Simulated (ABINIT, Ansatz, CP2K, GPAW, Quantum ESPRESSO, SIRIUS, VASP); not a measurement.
**One calculation of HfB2, 8 ways**

```
CELL_PARAMETERS angstrom
3.14000 0.00000 0.00000
-1.57000 2.71932 0.00000
0.00000 0.00000 3.48000
ATOMIC_POSITIONS crystal
Hf 0.00000 0.00000 0.00000
B 0.66667 0.33333 0.50000
B 0.33333 0.66667 0.50000
```

Alike in all runs: task single point; functional PBEsol; k mesh 10 × 10 × 8; occupations fermi-dirac, width 0.05 eV; no spin polarisation; no spin-orbit coupling. Pressure is positive in compression and, in plane waves, holds the error of the finite cutoff, which Ansatz's Pulay term estimates and takes out.

| program and potentials | plane-wave cutoff (eV) | notes | pressure (GPa) |
| --- | --- | --- | --- |
| Ansatz, Ansatz PAW | 420 | potentials made for PBE, which Ansatz adapts in part; 10.67 valence electrons an atom on average; Pulay term of +0.18 GPa included | -4.32 |
| VASP, PBE PAW files B, Hf_pv, 520 eV | 520 | potentials made for PBE; 5.33 valence electrons an atom on average | -4.44 |
| ABINIT, PseudoDojo NC SR PBEsol v0.4.1 standard | 1034 | 6 valence electrons an atom on average | -3.65 |
| SIRIUS, PseudoDojo 0.4.1 PBEsol standard (scalar relativistic) | 1054 | 6 valence electrons an atom on average | -3.64 |
| GPAW, PAW data sets generated for this functional | 800 | 6 valence electrons an atom on average | -3.46 |
| Quantum ESPRESSO, GBRV 1.5 PBEsol | 612 | 6 valence electrons an atom on average | -3.81 |
| CP2K, POTENTIAL_UZH Hf GTH-PBE-q12, B GTH-PBE-q3; TZVP-MOLOPT-PBE-GTH basis | - | atomic basis; potentials made for PBE; 6 valence electrons an atom on average | -3.88 |
| Ansatz, all-electron LAPW, scalar-relativistic | - | - | ? |

Q: Estimate from the other rows what the run with Ansatz, all-electron LAPW, scalar-relativistic gave.

A: Pressure -4.26 GPa. The other rows, which needn't bracket it: pressure -4.44 to -3.46.
